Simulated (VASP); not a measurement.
Here is a VASP 6.6.1 calculation.

Contents of INCAR:

```
PREC = Accurate ; ENCUT = 600
EDIFF = 1E-6 ; ISMEAR = 0
SIGMA = 0.02 ; LREAL = F
LASPH = T ; NELM = 120
ALGO = Fast ; ISIF = 3
LWAVE = F ; LCHARG = F
GGA = PS ; IBRION = 2
NSW = 60 ; EDIFFG = -0.005
```

Contents of KPOINTS:

```
Automatic mesh
0
Gamma
  10 10 6
```

Contents of POSCAR:

```
ZnO
1.0
    3.2400000000      0.0000000000      0.0000000000
   -1.6200000000      2.8059223100      0.0000000000
    0.0000000000      0.0000000000      5.2200000000
Zn O
2 2
Direct
    0.3333333300      0.6666666700      0.0000000000
    0.6666666700      0.3333333300      0.5000000000
    0.3333333300      0.6666666700      0.3770000000
    0.6666666700      0.3333333300      0.8770000000
```

Potentials or basis: VASP PAW PBE potentials, release 64 (Zn, O).

Launch:

```console
$ cat potpaw_PBE.64/Zn/POTCAR potpaw_PBE.64/O/POTCAR > POTCAR
$ mpirun -np 1 vasp_std > vasp.out
```

Task: Estimate the space group after relaxing (to 0.05 Å).

Result: P6_3mc (No. 186).

Task: What does it give for the relaxed volume?

Result: 11.84 Å³/atom.

Task: What does it give for the band gap on the k mesh?

Result: 0.68 eV, direct.

Task: Estimate the relaxed cell.

Result: a = 3.234 Å, b = 3.234 Å, c = 5.230 Å, α = 90.00°, β = 90.00°, γ = 120.00°.

Final structure:
```yaml
crystal:
  lattice:
    - [3.23417, 0.00000, 0.00000]
    - [-1.61709, 2.80087, 0.00000]
    - [0.00000, 0.00000, 5.23016]
  atoms:
    - { symbol: Zn, position: [0.33333, 0.66667, 0.99933] }
    - { symbol: Zn, position: [0.66667, 0.33333, 0.49933] }
    - { symbol: O, position: [0.33333, 0.66667, 0.37767] }
    - { symbol: O, position: [0.66667, 0.33333, 0.87767] }
```

Caveat: the PAW data sets were made with another functional, which shifts forces and pressure a little.
